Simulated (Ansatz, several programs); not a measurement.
LiNbO3, LiNbO3 type, relaxed with r2SCAN in Ansatz (plane waves, PAW): space group R3c (No. 161), trigonal; a = 5.137 Å, c = 13.885 Å in the conventional setting, 10.58 Å³ an atom. Li has 6 O at 2.05–2.24 Å; Nb has 6 O at 1.88–2.14 Å; O has 2 Nb at 1.88–2.14 Å and 2 Li at 2.05–2.24 Å. The cell was then scaled with its shape and fractional coordinates held, which makes it stiffer than a relaxed compression. These are computed values for a spin-unpolarised cell that may be hypothetical; none is a measurement.

```csv
V (Å³/atom),E (meV/atom)
9.944,29.24
10.579,0.00
10.896,6.18
11.213,23.57
```

Task: Pass a cubic E = c₀ + c₁u + c₂u² + c₃u³, with u = V − 10.658 Å³, through these points.

Result: c₀ = 0.38, c₁ = +9.911, c₂ = 63.131, c₃ = -10.2994 (meV and Å³).

Task: Where is the minimum, and what bulk modulus follows?

Result: dE/du = 0 at u = -0.077, so V₀ = 10.58 Å³. B = V₀ d²E/dV² = 10.58 × (2c₂ + 6c₃u) = 10.58 × 131.023 = 1386 meV/Å³, and 1 meV/Å³ is 0.16022 GPa: 222 GPa. A third-order Birch-Murnaghan fit to all five points gives 10.58 Å³ and 220 GPa.

Task: Predict the energy and the pressure at the withheld volume, 10.261 Å³.

Result: With u = -0.397: E ≈ 7.04 meV and P = −dE/dV ≈ +7.22 GPa. The run gives 6.93 meV and, from its stress, +7.18 GPa.
